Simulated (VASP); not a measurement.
# TiS2: relaxation of cell and atoms with PBEsol

Crystal: TiS2.

```xyz
3
Lattice="3.4120 0.0000 0.0000 -1.7060 2.9549 0.0000 0.0000 0.0000 5.6950" Properties=species:S:1:pos:R:3 pbc="T T T"
Ti    0.0000    0.0000    0.0000
S     0.0000    1.9699    1.4238
S     1.7060    0.9850    4.2713
```

- Program: VASP 6.6.1
- Task: relaxation of cell and atoms
- Functional: PBEsol
- Potentials or basis: VASP PAW PBE potentials, release 64 (Ti_sv, S)
- Cutoff: 600 eV
- k mesh: 12 × 12 × 7
- Occupations: methfessel-paxton, width 0.1 eV
- Spin: no spin polarisation
- Further INCAR settings: ALGO = Normal; EDIFF = 1e-06; IBRION = 2; EDIFFG = -0.01; NSW = 90; ISIF = 3

```
Relaxed volume                         : 18.31 Å³/atom
Relaxed cell                           : a = 3.349 Å, b = 3.349 Å, c = 5.654 Å, α = 90.00°, β = 90.00°, γ = 120.00°
Space group after relaxing (to 0.05 Å) : P-3m1 (No. 164)
Energy gained by relaxing              : 9.0 meV/atom
Ionic steps                            : 18
Pressure after relaxing                : 0.0 GPa
Largest force after relaxing           : 0.008 eV/Å
Band gap on the k mesh                 : none (metal or under the smearing width)
```

Forces in eV/Å, atoms in the order of the input:
```
Ti   0.000  0.000  0.000
S    0.000  0.000  0.008
S    0.000  0.000 -0.008
```

Step by step:
```tsv
step	energy change (eV)	largest force (eV/Å)	pressure (GPa)	volume (Å³)
1	0.0000	0.2711	-3.46	57.42
2	-0.0025	0.5656	3.64	54.05
3	-0.0228	0.1438	-0.02	55.64
4	-0.0261	0.0692	-0.03	55.44
5	-0.0268	0.0095	-0.02	55.29
6	-0.0268	0.0123	0.00	55.30
7	-0.0268	0.0152	0.00	55.31
8	-0.0269	0.0084	-0.08	55.31
9	-0.0269	0.0004	-0.15	55.32
10	-0.0269	0.0000	-0.15	55.31
11	-0.0269	0.0003	-0.15	55.29
12	-0.0269	0.0002	-0.14	55.26
13	-0.0270	0.0002	-0.13	55.19
14	-0.0270	0.0001	-0.12	55.05
15	-0.0270	0.0010	-0.08	54.77
16	-0.0271	0.0005	-0.07	54.93
17	-0.0271	0.0000	-0.09	54.98
18	-0.0271	0.0083	-0.01	54.93
```

Final structure:
```
CELL_PARAMETERS angstrom
3.34941 0.00000 0.00000
-1.67470 2.90067 0.00000
0.00000 0.00000 5.65429
ATOMIC_POSITIONS crystal
Ti 0.00000 0.00000 0.00000
S 0.33333 0.66667 0.25222
S 0.66667 0.33333 0.74778
```

Levels at points of the mesh, in eV from the Fermi level:
| k point | band 9 | band 10 | band 11 | band 12 | band 13 | band 14 | band 15 | band 16 |
| --- | --- | --- | --- | --- | --- | --- | --- | --- |
| (0.00, 0.00, 0.00) | -2.74 | 0.00 | 0.23 | 0.23 | 0.55 | 0.55 | 0.86 | 3.63 |
| (0.50, 0.00, 0.00) | -3.04 | -2.78 | -2.64 | -1.52 | 0.18 | 1.70 | 2.15 | 3.87 |

Wall time 10 min on 1 thread of Intel(R) Xeon(R) 6975P-C (Granite Rapids), on a shared host, peak memory 0.27 GiB.

Caveat: the PAW data sets were made with another functional, which shifts forces and pressure a little.
